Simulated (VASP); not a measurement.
## How biaxial strain in the (110) plane changes GaSb (F-43m)

Wanted: the response of GaSb to biaxial strain in the (110) plane, as a table, with a fit that predicts a row left out.

Calculated with VASP 6.6.1; PBEsol; plane waves and PAW (Ga_d, Sb), in the first sound run; inputs show where later runs differ.

### 1. Set-up

Symmetry: F-43m, No. 216, cubic system. The conventional cell has a = 6.096 Å, b = 6.096 Å, c = 6.096 Å, α = 90.00°, β = 90.00°, γ = 90.00°. Ga has 4 Sb at 2.64 Å nearest. Sb has 4 Ga at 2.64 Å nearest. Farther neighbours are not listed.

Coordinates:

```xyz
2
Lattice="0.0000 3.0480 3.0480 3.0480 0.0000 3.0480 3.0480 3.0480 0.0000" Properties=species:S:1:pos:R:3 pbc="T T T"
Ga    0.0000    0.0000    0.0000
Sb    1.5240    1.5240    1.5240
```

### 2. Relax the crystal, PBEsol

The series starts from the cell that this level prefers, so that zero strain is near zero stress.

Level: PBEsol; plane waves and PAW (Ga_d, Sb).

File INCAR:

```
SYSTEM = GaSb
PREC = Accurate
ENCUT = 450
EDIFF = 1E-07
NELM = 120
ISMEAR = 0
SIGMA = 0.02
LREAL = .FALSE.
ALGO = Normal
GGA = PS
NBANDS = 15
LASPH = .TRUE.
LORBIT = 11
LWAVE = .FALSE.
LCHARG = .FALSE.
KPAR = 12
IBRION = 2
NSW = 40
ISIF = 3
EDIFFG = -0.005
POTIM = 0.4
```

File POSCAR:

```
GaSb
1.0
    0.0000000000      3.0480000000      3.0480000000
    3.0480000000      0.0000000000      3.0480000000
    3.0480000000      3.0480000000      0.0000000000
Ga Sb
1 1
Direct
    0.0000000000      0.0000000000      0.0000000000
    0.2500000000      0.2500000000      0.2500000000
```

File KPOINTS:

```
Automatic mesh
0
Gamma
9 9 9
0 0 0
```

The projector-augmented-wave data sets are Ga_d and Sb (PBE family, release 64).

Launch:

```
mpirun -np 12 vasp_std
```

What it wrote:

```text
[banner, memory and clock lines left out]
running   12 mpi-ranks, on    1 nodes
[...]
|                                                                             |
|           W    W    AA    RRRRR   N    N  II  N    N   GGGG   !!!           |
|           W    W   A  A   R    R  NN   N  II  NN   N  G    G  !!!           |
|           W    W  A    A  R    R  N N  N  II  N N  N  G       !!!           |
|           W WW W  AAAAAA  RRRRR   N  N N  II  N  N N  G  GGG   !            |
|           WW  WW  A    A  R   R   N   NN  II  N   NN  G    G                |
|           W    W  A    A  R    R  N    N  II  N    N   GGGG   !!!           |
|                                                                             |
|     For optimal performance we recommend to set                             |
|       NCORE = 2 up to number-of-cores-per-socket                            |
|     NCORE specifies how many cores store one orbital (NPAR=cpu/NCORE).      |
|     This setting can greatly improve the performance of VASP for DFT.       |
[...]
DAV:  13    -0.815028012922E+01    0.19883E-07   -0.42436E-08   910   0.145E-03
   1 F= -.81502801E+01 E0= -.81502785E+01  d E =-.815028E+01
[...]
N       E                     dE             d eps       ncg     rms          rms(c)
DAV:   1    -0.816106315568E+01   -0.10783E-01   -0.13185E-01  1316   0.603E+00    0.575E-01
DAV:   2    -0.815304126686E+01    0.80219E-02   -0.14385E-02  1295   0.220E+00    0.264E-01
DAV:   3    -0.815105582176E+01    0.19854E-02   -0.21951E-03  1330   0.753E-01    0.596E-02
DAV:   4    -0.815084330779E+01    0.21251E-03   -0.23662E-04  1220   0.204E-01    0.201E-02
DAV:   5    -0.815082408171E+01    0.19226E-04   -0.14867E-05  1317   0.457E-02    0.562E-03
DAV:   6    -0.815082352601E+01    0.55570E-06   -0.22602E-06  1323   0.248E-02    0.246E-03
DAV:   7    -0.815082362912E+01   -0.10311E-06   -0.24118E-07  1134   0.556E-03    0.107E-03
DAV:   8    -0.815082367722E+01   -0.48096E-07   -0.26030E-08   721   0.125E-03
   2 F= -.81508237E+01 E0= -.81508002E+01  d E =-.543548E-03
 trial-energy change:   -0.000544  1 .order   -0.000568   -0.001140    0.000003
 step:   0.9969(harm=  0.9973)  dis= 0.00000  next Energy=    -8.150824 (dE=-0.544E-03)
 reached required accuracy - stopping structural energy minimisation
```

Run time: 14 s. Hardware: 12 MPI ranks of AMD EPYC 7R43, shared host; peak memory 2 GiB; 2.6 min of CPU time.

Lines that name or quote the potential files are left out of all logs, and their timing lines are given in words.

Parts of OUTCAR (step 2):

```text
  Total       -0.0003826     -0.0003826     -0.0003826      0.0000000      0.0000000      0.0000000
  in kB       -0.0107375     -0.0107375     -0.0107375      0.0000000      0.0000000      0.0000000
  external PRESSURE =      -0.0107375 kB  Pullay stress =       0.0000000 kB

 POSITION                                       TOTAL-FORCE (eV/Angst)
 -----------------------------------------------------------------------------------
      0.00000      0.00000      0.00000         0.000000     -0.000000     -0.000000
      1.52813      1.52813      1.52813        -0.000000      0.000000      0.000000
 -----------------------------------------------------------------------------------
    total drift:                                0.000000      0.000000      0.000000

  FREE ENERGIE OF THE ION-ELECTRON SYSTEM (eV)
  ---------------------------------------------------
  free  energy   TOTEN  =        -8.1508236772 eV

  energy  without entropy=       -8.1507766538  energy(sigma->0) =       -8.15080017

 reached required accuracy - stopping structural energy minimisation

[... 3 further parts left out ...]
[key lines of the parts left out:]
E-fermi :   4.7709
```

Numbers from this step:

| Item | Value |
| --- | --- |
| energy(sigma→0) of the program | -8.1508 eV |
| stress, compression positive | 0.00 along [110], 0.00 across it (mean), GPa |
| volume | 57.095 Å³ |
| ionic steps | 2 |

### 3. Strain along the normal, PBEsol

One member in full: the plane is strained by 1 %, and the strain along the normal is moved by secant steps until the normal stress is under 0.012 GPa or five steps are spent; the atoms relax at each step.

This step took 2 runs, each at a new trial strain with the atoms of the one before; the last is shown.

Level: PBEsol; plane waves and PAW (Ga_d, Sb); cell typed or built by script.

Changes to INCAR since step 2:

```diff
@@ -15,7 +15,7 @@
 LCHARG = .FALSE.
-KPAR = 12
-IBRION = 2
-NSW = 40
-ISIF = 3
-EDIFFG = -0.005
-POTIM = 0.4
+KPAR = 3
+IBRION = 1
+NSW = 25
+ISIF = 2
+EDIFFG = -0.004
+POTIM = 0.3
```

File POSCAR:

```
GaSb
1.0
   -0.0238734390      3.0629416770      3.0868151160
    3.0629416770     -0.0238734390      3.0868151160
    3.0390682380      3.0390682380      0.0000000000
Ga Sb
1 1
Direct
    0.9987946282      0.9987946282      0.0012053718
    0.2512053718      0.2512053718      0.2487946282
```

KPOINTS is that of step 2.

Launch:

```
mpirun -np 3 vasp_std
```

What it wrote:

```text
[banner, memory and clock lines left out]
running    3 mpi-ranks, on    1 nodes
[...]
[... a notice as in an earlier step ...]

 LDA part: xc-table for (Slater+PW92), standard interpolation
 POSCAR, INCAR and KPOINTS ok, starting setup
[...]
entering main loop
       N       E                     dE             d eps       ncg     rms          rms(c)
DAV:   1     0.767868007691E+02    0.76787E+02   -0.80534E+03  3782   0.134E+03
DAV:   2    -0.238236701881E+01   -0.79169E+02   -0.76349E+02  4422   0.285E+02
DAV:   3    -0.814024094674E+01   -0.57579E+01   -0.57447E+01  4415   0.648E+01
DAV:   4    -0.824252758619E+01   -0.10229E+00   -0.10226E+00  4657   0.978E+00
[...]
DAV:  11    -0.814768974372E+01   -0.99668E-05   -0.12519E-05  4254   0.250E-02    0.447E-03
DAV:  12    -0.814768990576E+01   -0.16203E-06   -0.51579E-07  4933   0.714E-03    0.674E-04
DAV:  13    -0.814768989484E+01    0.10920E-07   -0.37154E-08  3352   0.139E-03
   1 F= -.81476899E+01 E0= -.81476898E+01  d E =-.814769E+01
 BRION: g(F)=  0.102E-05 g(S)=  0.000E+00
[...]
N       E                     dE             d eps       ncg     rms          rms(c)
DAV:   1    -0.814769071223E+01   -0.80648E-06   -0.60086E-05  4380   0.544E-02    0.708E-04
DAV:   2    -0.814769081638E+01   -0.10414E-06   -0.10663E-06  5538   0.870E-03    0.252E-04
DAV:   3    -0.814769081744E+01   -0.10641E-08   -0.58154E-09  2561   0.732E-04
   2 F= -.81476908E+01 E0= -.81476908E+01  d E =-.922604E-06
 BRION: g(F)=  0.283E-06 g(S)=  0.000E+00 retain N=  1 mean eig= 2.11
 eig:   2.113
 reached required accuracy - stopping structural energy minimisation
```

The job ended after 31 s (3 MPI ranks; peak memory 0.61 GiB).

OUTCAR, selected parts (step 3):

```text
  Total       -0.2113513     -0.2113513     -0.3330457      0.2092685      0.0000000      0.0000000
  in kB       -5.8468747     -5.8468747     -9.2134593      5.7892548      0.0000000      0.0000000
  external PRESSURE =      -6.9690696 kB  Pullay stress =       0.0000000 kB

 POSITION                                       TOTAL-FORCE (eV/Angst)
 -----------------------------------------------------------------------------------
      3.03907      3.03907      6.16631        -0.000000     -0.000000      0.002210
      1.51953      1.51953      1.55073         0.000000      0.000000     -0.002210
 -----------------------------------------------------------------------------------
    total drift:                               -0.000001     -0.000001      0.000667

  FREE ENERGIE OF THE ION-ELECTRON SYSTEM (eV)
  ---------------------------------------------------
  free  energy   TOTEN  =        -8.1476908174 eV

  energy  without entropy=       -8.1476906899  energy(sigma->0) =       -8.14769075

[... 1 part as in an earlier step ...]

[... 3 further parts left out ...]
[key lines of the parts left out:]
E-fermi :   4.6460
```

Read from the output:

| Quantity | Value |
| --- | --- |
| energy(sigma→0) of the program | -8.1477 eV |
| stress, compression positive | -0.01 along [110], -1.04 across it (mean), GPa |
| ionic steps | 2 |

### 4. Band edges, TB-mBJ with spin-orbit coupling

Short lines in KPOINTS_OPT sample the zone centre along and across the normal of the plane, for masses, and the other valleys.

Level: TB-mBJ, spin-orbit coupling; plane waves and PAW (Ga_d, Sb); cell typed or built by script.

TB-mBJ has no energy functional, so the total energy, stress and pressure in this output mean nothing.

File INCAR:

```
SYSTEM = GaSb
PREC = Accurate
ENCUT = 450
EDIFF = 1E-06
NELM = 150
ISMEAR = 0
SIGMA = 0.02
LREAL = .FALSE.
ALGO = Normal
METAGGA = MBJ
LASPH = .TRUE.
LNONCOLLINEAR = .TRUE.
MAGMOM = 0 0 0 0 0 0
NBANDS = 28
GGA_COMPAT = .FALSE.
LSORBIT = .TRUE.
LWAVE = .FALSE.
LCHARG = .FALSE.
KPAR = 3
```

File POSCAR:

```
GaSb
1.0
   -0.0238734390      3.0629416770      3.0868151160
    3.0629416770     -0.0238734390      3.0868151160
    3.0390682380      3.0390682380      0.0000000000
Ga Sb
1 1
Direct
    0.9988143010      0.9988143010      0.0011856990
    0.2511856990      0.2511856990      0.2488143010
```

File KPOINTS:

```
Automatic mesh
0
Gamma
7 7 7
0 0 0
```

File KPOINTS_OPT:

```
Line mode
6
Line-mode
Reciprocal
  0.00000000   0.00000000   0.00000000
  0.01710077   0.01710077   0.03420153

  0.00000000   0.00000000   0.00000000
 -0.01736944   0.01736944   0.00000000

  0.31000000   0.31000000   0.00000000
  0.50000000   0.50000000   0.00000000

  0.00000000   0.31000000   0.31000000
  0.00000000   0.50000000   0.50000000

  0.45000000   0.45000000   0.45000000
  0.50000000   0.50000000   0.50000000

  0.45000000   0.00000000   0.00000000
  0.50000000   0.00000000   0.00000000

  0.42500000   0.42500000   0.00000000
  0.42481002   0.44937412   0.02418414

  0.50000000   0.50000000   0.50000000
  0.48263056   0.51736944   0.50000000
```

Launch:

```
mpirun -np 3 vasp_ncl
```

What it wrote:

```text
[banner, memory and clock lines left out]
running    3 mpi-ranks, on    1 nodes
[...]
[... a notice as in an earlier step ...]

 LDA part: xc-table for (None), standard interpolation
 POSCAR, INCAR and KPOINTS ok, starting setup
[...]
entering main loop
       N       E                     dE             d eps       ncg     rms          rms(c)
DAV:   1     0.525628930191E+03    0.52563E+03   -0.75192E+03  6504   0.146E+03
DAV:   2     0.423401657072E+03   -0.10223E+03   -0.98084E+02  7044   0.356E+02
DAV:   3     0.411500072164E+03   -0.11902E+02   -0.11742E+02  7316   0.103E+02
DAV:   4     0.411157094551E+03   -0.34298E+00   -0.34207E+00  7432   0.189E+01
[...]
DAV:  25     0.412655504796E+03    0.32571E-05   -0.57251E-10  3196   0.276E-04    0.348E-05
DAV:  26     0.412655506941E+03    0.21449E-05   -0.19009E-10  3168   0.150E-04    0.347E-05
DAV:  27     0.412655507164E+03    0.22314E-06   -0.78874E-11  3192   0.102E-04
   1 F= 0.41265551E+03 E0= 0.41265551E+03  d E =-.213341E-30  mag=     0.0000    -0.0000     0.0000
 Start KPOINTS_OPT (optional k-point list driver)
k-point batch [1-48\48]
       N       E                     dE             ncg
DAV:   1     0.106853473188E+04   -0.15562E+05     2752
DAV:   2    -0.398234851264E+04   -0.50509E+04     2888
DAV:   3    -0.462282696742E+04   -0.64048E+03     3324
DAV:   4    -0.464416336602E+04   -0.21336E+02     3168
DAV:   5    -0.464471132310E+04   -0.54796E+00     3300
DAV:   6    -0.464474207156E+04   -0.30748E-01     3864
DAV:   7    -0.464474238574E+04   -0.31417E-03     3352
DAV:   8    -0.464474238907E+04   -0.33377E-05     2492
DAV:   9    -0.464474238957E+04   -0.49754E-06     2120
```

The job ended after 5.8 min (3 MPI ranks; peak memory 1.6 GiB; 17 min of CPU time).

OUTCAR, selected parts (step 4):

```text
  LATTYP: Found a body centered orthorhombic cell.
 ALAT       =     4.2978915192
 B/A-ratio  =     1.0157110253
 C/A-ratio  =     1.4364323074

 Subroutine GETGRP returns: Found  4 space group operations
 (whereof  4 operations were pure point group operations)

The static configuration has the point symmetry C_2v.

 Found    112 irreducible k-points:

   k-points           NKPTS =    112   k-points in BZ     NKDIM =    112   number of bands    NBANDS=     28

   dimension x,y,z NGX =    30 NGY =   30 NGZ =   30
   dimension x,y,z NGXF=    60 NGYF=   60 NGZF=   60

   ENCUT  =  450.0 eV  33.07 Ry    5.75 a.u.   7.52  7.52  7.43*2*pi/ulx,y,z

   NELECT =      18.0000    total number of electrons

 E-fermi :   5.1055

 k-point     1 :       0.0000    0.0000    0.0000
  band No.  band energies     occupation
    ...
     14       4.2274      1.00000
     15       4.8591      1.00000
     16       4.8591      1.00000
     17       4.9502      1.00000
     18       4.9502      1.00000
     19       5.4614      0.00000
     20       5.4614      0.00000
     21       7.6545      0.00000
     22       7.6545      0.00000
     23       7.8342      0.00000
    ...

 k-point     2 :       0.1429    0.0000    0.0000
  band No.  band energies     occupation
    ...
     14       2.5946      1.00000
     15       4.2053      1.00000
     16       4.2175      1.00000
     17       4.6404      1.00000
     18       4.6415      1.00000
     19       6.3042      0.00000
     20       6.3101      0.00000
     21       8.1362      0.00000
     22       8.1405      0.00000
     23       8.2886      0.00000
    ...

  Total      -69.0308637    -69.0308637    -69.2635227      0.2204100      0.0000000      0.0000000
  in kB    -1909.6870628  -1909.6870628  -1916.1233993      6.0974765      0.0000000      0.0000000
  external PRESSURE =   -1911.8325083 kB  Pullay stress =       0.0000000 kB

 POSITION                                       TOTAL-FORCE (eV/Angst)
 -----------------------------------------------------------------------------------
      3.03907      3.03907      6.16631        -0.000000     -0.000000      0.144126
      1.51953      1.51953      1.55073         0.000000      0.000000     -0.144126
 -----------------------------------------------------------------------------------
    total drift:                                0.000000      0.000000      0.130174

  FREE ENERGIE OF THE ION-ELECTRON SYSTEM (eV)
  ---------------------------------------------------
  free  energy   TOTEN  =       412.6555071637 eV

  energy  without entropy=      412.6555071637  energy(sigma->0) =      412.65550716

 Spin-Orbit-Coupling matrix elements
 Ion:    1  E_soc:     -0.0116239
 Ion:    2  E_soc:     -0.1188329

[... 1 part as in an earlier step ...]

[... 7 further parts left out ...]
```

### 5. Band edges, r2SCAN with spin-orbit coupling

Short lines in KPOINTS_OPT sample the zone centre along and across the normal of the plane, for masses, and the other valleys.

Level: r2SCAN, spin-orbit coupling; plane waves and PAW (Ga_d, Sb); cell typed or built by script.

Changes to INCAR since step 4:

```diff
@@ -4,3 +4,3 @@
 EDIFF = 1E-06
-NELM = 150
+NELM = 100
 ISMEAR = 0
@@ -9,3 +9,3 @@
 ALGO = Normal
-METAGGA = MBJ
+METAGGA = R2SCAN
 LASPH = .TRUE.
```

POSCAR is that of step 4.

KPOINTS is that of step 4.

KPOINTS_OPT is that of step 4.

Launch:

```
mpirun -np 3 vasp_ncl
```

What it wrote:

```text
[... set-up lines as in an earlier step ...]
 entering main loop
       N       E                     dE             d eps       ncg     rms          rms(c)
DAV:   1     0.819456032404E+02    0.81946E+02   -0.78304E+03  6516   0.152E+03
DAV:   2    -0.261433073567E+02   -0.10809E+03   -0.10372E+03  7044   0.377E+02
DAV:   3    -0.390981165933E+02   -0.12955E+02   -0.12800E+02  7436   0.109E+02
DAV:   4    -0.394837451812E+02   -0.38563E+00   -0.38452E+00  7344   0.206E+01
[...]
DAV:  12    -0.376540302574E+02    0.15720E-04   -0.66030E-05  8200   0.125E-01    0.502E-03
DAV:  13    -0.376540273896E+02    0.28678E-05   -0.65332E-06  6628   0.282E-02    0.500E-03
DAV:  14    -0.376540276044E+02   -0.21479E-06   -0.30892E-07  4140   0.611E-03
   1 F= -.37654028E+02 E0= -.37654028E+02  d E =-.175051E-06  mag=     0.0000    -0.0000     0.0000
 Start KPOINTS_OPT (optional k-point list driver)
k-point batch [1-48\48]
       N       E                     dE             ncg
DAV:   1     0.914956403128E+03   -0.15715E+05     2752
DAV:   2    -0.426302768928E+04   -0.51780E+04     2888
DAV:   3    -0.492293578070E+04   -0.65991E+03     3356
DAV:   4    -0.494525263926E+04   -0.22317E+02     3104
DAV:   5    -0.494581722858E+04   -0.56459E+00     3384
DAV:   6    -0.494584735469E+04   -0.30126E-01     3732
DAV:   7    -0.494584762610E+04   -0.27141E-03     3496
DAV:   8    -0.494584763006E+04   -0.39626E-05     2572
DAV:   9    -0.494584763052E+04   -0.45703E-06     2060
```

The job ended after 23 min (3 MPI ranks; peak memory 1.6 GiB; 64 min of CPU time).

(Part 1 of 2 ends here.)

[Lines on the potential files, build, host, timing and source positions are cut from VASP's logs without a mark.]

[Logs are printed without paths, hosts, clocks, repeated set-up lines and the standing remarks that a program may print on its own settings, such as how far it seeks lower states.]

[Hosts, paths, dates, database ids (printed as entryN), source tags and the programs' standing remarks are cut or masked in the printed files.]

[In band tables of VASP the shares of atoms and orbitals are scaled to a sum of 1 inside the atoms' spheres.]
